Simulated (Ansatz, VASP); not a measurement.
Two plane-wave programs on Ag

File INCAR:

```
PREC = Accurate
ENCUT = 500
EDIFF = 1E-6
ISMEAR = -1
SIGMA = 0.05
LREAL = F
LASPH = T
NELM = 80
ALGO = Fast
ISIF = 2
LWAVE = F
LCHARG = F
LMAXMIX = 4
GGA = PE
NBANDS = 12
```

Contents of KPOINTS:

```
Automatic mesh
0
Gamma
  11 11 11
```

POSCAR

```
Ag
1.0
    0.0000000000      2.0427500000      2.0427500000
    2.0427500000      0.0000000000      2.0427500000
    2.0427500000      2.0427500000      0.0000000000
Ag
1
Direct
    0.0000000000      0.0000000000      0.0000000000
```

Contents of KPOINTS_OPT:

```
path GXWKGLUWLK,UX
10
line-mode
reciprocal
 0.0000000000  0.0000000000  0.0000000000  G
 0.5000000000  0.0000000000  0.5000000000  X

 0.5000000000  0.0000000000  0.5000000000  X
 0.5000000000  0.2500000000  0.7500000000  W

 0.5000000000  0.2500000000  0.7500000000  W
 0.3750000000  0.3750000000  0.7500000000  K

 0.3750000000  0.3750000000  0.7500000000  K
 0.0000000000  0.0000000000  0.0000000000  G

 0.0000000000  0.0000000000  0.0000000000  G
 0.5000000000  0.5000000000  0.5000000000  L

 0.5000000000  0.5000000000  0.5000000000  L
 0.6250000000  0.2500000000  0.6250000000  U

 0.6250000000  0.2500000000  0.6250000000  U
 0.5000000000  0.2500000000  0.7500000000  W

 0.5000000000  0.2500000000  0.7500000000  W
 0.5000000000  0.5000000000  0.5000000000  L

 0.5000000000  0.5000000000  0.5000000000  L
 0.3750000000  0.3750000000  0.7500000000  K

 0.6250000000  0.2500000000  0.6250000000  U
 0.5000000000  0.0000000000  0.5000000000  X
```

Contents of input.yaml:

```yaml
crystal:
  lattice:
    - [0.0, 2.04275, 2.04275]
    - [2.04275, 0.0, 2.04275]
    - [2.04275, 2.04275, 0.0]
  atoms:
    - { symbol: Ag, position: [0.0, 0.0, 0.0] }
hamiltonian:
  xc: pbe
  pseudopotentials: { kind: paw }
kpoints:
  mp_grid: { grid: [11, 11, 11] }
  band_path:
    path:
      - [[0.0, 0.0, 0.0], [0.5, 0.0, 0.5], [0.5, 0.25, 0.75], [0.375, 0.375, 0.75], [0.0, 0.0, 0.0], [0.5, 0.5, 0.5], [0.625, 0.25, 0.625], [0.5, 0.25, 0.75], [0.5, 0.5, 0.5], [0.375, 0.375, 0.75]]
      - [[0.625, 0.25, 0.625], [0.5, 0.0, 0.5]]
    npoints: 14
scf:
  occupations: { method: fermi_dirac, width: 0.05 }
  n_extra_bands: 6
output:
  forces: true
  stress: true
  eigenvalues: true
  fatbands: false
  write_density: true
  write_potential: true
  elf: true
  volumetric_format: npy
```

Alike in both runs: task band structure; functional PBE; k mesh 11 × 11 × 11; occupations fermi-dirac, width 0.05 eV; no spin polarisation.

|  | VASP | Ansatz |
| --- | --- | --- |
| version | VASP 6.6.1 | Ansatz 0.2.0 |
| potentials or method | VASP PAW PBE potentials, release 64 (Ag) | Ansatz PAW |
| plane-wave cutoff (eV) | 500 | 420 |
| valence electrons in the cell | 11 | 19 |

```tsv
	VASP	Ansatz	Ansatz less VASP
gap on the k mesh at the Fermi level (eV)	none	none	-
pressure (GPa)	4.4	4.4	+0.04
```

A gap of «none» marks a metal or a gap that the smearing closes. The functional is the same, so the differences come from potentials, cutoffs and numerics. The two sets of potentials don't hold the same shells in valence.
